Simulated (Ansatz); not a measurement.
# ZnSe: eigenvalues along the path

```yaml
crystal:
  lattice:
    - [0.00000, 2.86214, 2.83380]
    - [2.86214, 0.00000, 2.83380]
    - [2.86214, 2.86214, 0.00000]
  atoms:
    - { symbol: Zn, position: [0.00000, 0.00000, 0.00000] }
    - { symbol: Se, position: [0.75000, 0.75000, 0.75000] }
```

Atom numbers follow the list: Zn1, Se2.

The geometry is COD entry 9008857, unchecked; take it as a test cell. The listed cell was then made from it by scaling, straining or moving an atom.

Theory: Ansatz 0.2.0, DFT, LDA, all-electron LAPW, scalar-relativistic.

The runs use a Γ-centred 8×8×8 k mesh, Fermi–Dirac smearing of 0.03 eV, basis error target 0.25 meV/atom, no spin polarisation.

Path points, in fractions of the reciprocal vectors: Γ (0.000, 0.000, 0.000), X (0.000, 0.500, 0.500), P (0.250, 0.750, 0.500), N (0.000, 0.500, 0.000), M (0.500, 0.500, 0.000), S (0.378, 0.622, 0.000), S0 (-0.378, 0.378, 0.000). Levels in eV from the valence-band top; bands 14 to 25, counted from the lowest band of the run. The gap is 0.93 eV, direct at Γ.

```
# k(1/Å) point b14 b15 b16 b17 b18 b19 b20 b21 b22 b23 b24 b25
0.000 Γ -13.22 -6.61 -6.61 -6.61 -6.27 -6.27 -0.04 -0.04 0.00 0.93 5.69 5.70
0.220 - -13.14 -6.62 -6.59 -6.59 -6.28 -6.26 -1.10 -0.31 -0.28 2.07 5.16 6.10
0.439 - -12.91 -6.62 -6.54 -6.54 -6.29 -6.25 -2.38 -0.92 -0.89 3.37 4.25 7.14
0.659 - -12.60 -6.60 -6.47 -6.47 -6.28 -6.24 -3.51 -1.54 -1.52 3.48 3.80 8.27
0.878 - -12.32 -6.57 -6.41 -6.40 -6.23 -6.20 -4.39 -1.98 -1.96 3.01 3.51 9.48
1.098 X -12.21 -6.57 -6.38 -6.37 -6.22 -6.10 -4.78 -2.14 -2.13 2.85 3.33 10.30
1.208 - -12.21 -6.56 -6.38 -6.38 -6.23 -6.09 -4.77 -2.20 -2.19 3.00 3.48 10.03
1.319 - -12.21 -6.54 -6.39 -6.37 -6.23 -6.06 -4.75 -2.35 -2.33 3.44 3.88 9.44
1.430 - -12.21 -6.52 -6.40 -6.35 -6.25 -6.02 -4.73 -2.53 -2.48 4.09 4.46 8.49
1.541 - -12.21 -6.50 -6.41 -6.32 -6.27 -5.99 -4.70 -2.68 -2.59 4.86 5.06 7.43
1.652 P -12.21 -6.50 -6.42 -6.30 -6.29 -5.98 -4.69 -2.73 -2.63 5.37 5.38 6.82
1.807 - -12.23 -6.50 -6.43 -6.30 -6.28 -6.01 -4.69 -2.92 -2.21 4.96 5.53 6.75
1.962 - -12.30 -6.51 -6.46 -6.30 -6.27 -6.05 -4.78 -2.70 -1.68 4.41 5.40 7.12
2.118 - -12.38 -6.52 -6.49 -6.29 -6.26 -6.08 -4.97 -2.07 -1.23 3.62 5.53 7.11
2.273 - -12.44 -6.53 -6.52 -6.26 -6.25 -6.11 -5.13 -1.31 -0.94 2.75 5.95 6.54
2.428 N -12.46 -6.53 -6.53 -6.25 -6.25 -6.12 -5.19 -0.90 -0.84 2.29 6.24 6.32
2.619 - -12.55 -6.54 -6.53 -6.30 -6.26 -6.25 -4.71 -0.83 -0.77 2.35 6.29 6.36
2.810 - -12.75 -6.55 -6.55 -6.49 -6.26 -6.26 -3.70 -0.63 -0.59 2.46 6.34 6.39
3.000 - -12.98 -6.58 -6.58 -6.57 -6.27 -6.27 -2.43 -0.37 -0.34 2.41 5.87 6.19
3.191 - -13.16 -6.61 -6.60 -6.60 -6.27 -6.27 -1.05 -0.14 -0.11 1.76 5.59 5.86
3.382 Γ -13.22 -6.61 -6.61 -6.61 -6.27 -6.27 -0.04 -0.04 0.00 0.93 5.69 5.70
3.604 - -13.13 -6.61 -6.59 -6.59 -6.27 -6.26 -1.07 -0.32 -0.32 2.08 5.14 6.12
3.825 - -12.90 -6.62 -6.54 -6.54 -6.29 -6.25 -2.34 -0.94 -0.94 3.38 4.21 7.18
4.047 - -12.59 -6.60 -6.47 -6.47 -6.28 -6.24 -3.46 -1.57 -1.57 3.43 3.79 8.34
4.269 - -12.31 -6.58 -6.40 -6.40 -6.23 -6.19 -4.34 -2.02 -2.02 2.96 3.44 9.56
4.490 M -12.20 -6.57 -6.38 -6.38 -6.22 -6.09 -4.72 -2.19 -2.19 2.81 3.24 10.39
4.567 - -12.20 -6.56 -6.38 -6.38 -6.22 -6.08 -4.72 -2.25 -2.17 2.87 3.31 10.23
4.643 - -12.20 -6.55 -6.38 -6.37 -6.23 -6.07 -4.71 -2.43 -2.12 3.00 3.59 9.89
4.719 - -12.20 -6.54 -6.39 -6.37 -6.23 -6.05 -4.70 -2.66 -2.05 3.11 4.06 9.50
4.795 - -12.21 -6.53 -6.40 -6.36 -6.24 -6.03 -4.69 -2.88 -1.95 3.23 4.66 9.13
4.871 S -12.22 -6.52 -6.41 -6.34 -6.25 -6.01 -4.69 -3.04 -1.82 3.36 5.29 8.84
5.143 - -12.33 -6.52 -6.47 -6.31 -6.25 -6.06 -4.84 -2.52 -1.40 3.63 5.77 7.64
5.416 - -12.44 -6.52 -6.52 -6.26 -6.25 -6.11 -5.14 -1.17 -0.97 2.64 6.06 6.42
5.688 - -12.44 -6.52 -6.52 -6.26 -6.25 -6.11 -5.14 -1.17 -0.97 2.64 6.06 6.42
5.961 - -12.33 -6.52 -6.47 -6.31 -6.25 -6.06 -4.84 -2.52 -1.40 3.63 5.77 7.64
6.233 S0 -12.22 -6.52 -6.41 -6.34 -6.25 -6.01 -4.69 -3.04 -1.82 3.36 5.29 8.84
6.467 - -12.33 -6.51 -6.47 -6.30 -6.27 -6.12 -4.54 -2.96 -1.32 3.79 6.20 7.56
6.702 - -12.57 -6.52 -6.52 -6.42 -6.28 -6.24 -3.90 -2.22 -0.78 3.81 6.19 6.32
6.936 - -12.88 -6.57 -6.56 -6.55 -6.28 -6.26 -2.78 -1.21 -0.34 3.13 5.52 6.27
7.171 - -13.12 -6.61 -6.60 -6.59 -6.27 -6.26 -1.31 -0.34 -0.11 2.04 5.46 5.85
7.405 Γ -13.22 -6.61 -6.61 -6.61 -6.27 -6.27 -0.04 -0.04 0.00 0.93 5.69 5.70
```
